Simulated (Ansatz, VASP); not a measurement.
## Ge: VASP beside Ansatz

```
CELL_PARAMETERS angstrom
0.00000 2.84750 2.84750
2.84750 0.00000 2.84750
2.84750 2.84750 0.00000
ATOMIC_POSITIONS crystal
Ge 0.50000 0.50000 0.50000
Ge 0.75000 0.75000 0.75000
```

Change from the starting cell: volume scaled by 1.02.

Alike in both runs: task single point; functional PBE; k mesh 10 × 10 × 10; occupations fermi-dirac, width 0.05 eV; no spin polarisation.

|  | VASP | Ansatz |
| --- | --- | --- |
| version | VASP 6.6.1 | Ansatz 0.2.0 |
| potentials or method | VASP PAW PBE potentials, release 64 (Ge_d), cutoff 520 eV | all-electron LAPW, scalar-relativistic |

Ansatz gave:

* pressure (GPa): 2.2

Problem. Estimate VASP's values.

Solution. Pressure (GPa): 2.1.

Ansatz ran all-electron here, so the differences hold the error of VASP's frozen core and of both bases.
